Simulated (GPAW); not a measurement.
SiC (Moissanite):

```
Si C
1.0
     3.07600    0.00000    0.00000
    -1.53800    2.66389    0.00000
     0.00000    0.00000    5.04800
Si C
2 2
Cartesian
  1.5380 0.8880 2.5240
  0.0000 1.7759 0.0000
  1.5380 0.8880 4.4675
  0.0000 1.7759 1.9435
```

* Program: GPAW 26.7.0
* Task: relaxation of cell and atoms
* Functional: mBEEF
* Potentials or basis: GPAW PAW data sets (gpaw-data 1.2.1)
* Cutoff: 800 eV
* Basis: pw
* k mesh: 7 × 7 × 4
* Occupations: fermi-dirac, width 0.05 eV
* Spin: no spin polarisation

At the start: pressure 0.1 GPa; volume 10.34 Å³/atom.

Task: How do energy, volume and symmetry change on relaxing?

Result: Over 6 steps the energy falls by 9.4 meV/atom and the volume is 10.33 Å³/atom (-0.1 %); space group P6_3mc (No. 186, to 0.05 Å).

The path:
```csv
step,energy change (eV),largest force (eV/Å),pressure (GPa),volume (Å³)
1,0.0000,0.7904,0.07,41.36
2,-0.0279,0.4130,-0.14,41.37
3,-0.0373,0.0428,-0.17,41.36
4,-0.0374,0.0048,-0.15,41.35
5,-0.0374,0.0088,-0.12,41.35
6,-0.0375,0.0076,0.03,41.32
```

Final structure:
```
Si C
1.0
     3.07507    0.00000    0.00000
    -1.53753    2.66308    0.00000
     0.00000    0.00000    5.04614
Si C
2 2
Direct
  0.66667 0.33333 0.50450
  0.33333 0.66667 0.00450
  0.66667 0.33333 0.88050
  0.33333 0.66667 0.38050
```

Caveat: later steps reuse the first step's grids; the PAW data sets were made with another functional, which shifts forces and pressure a little.
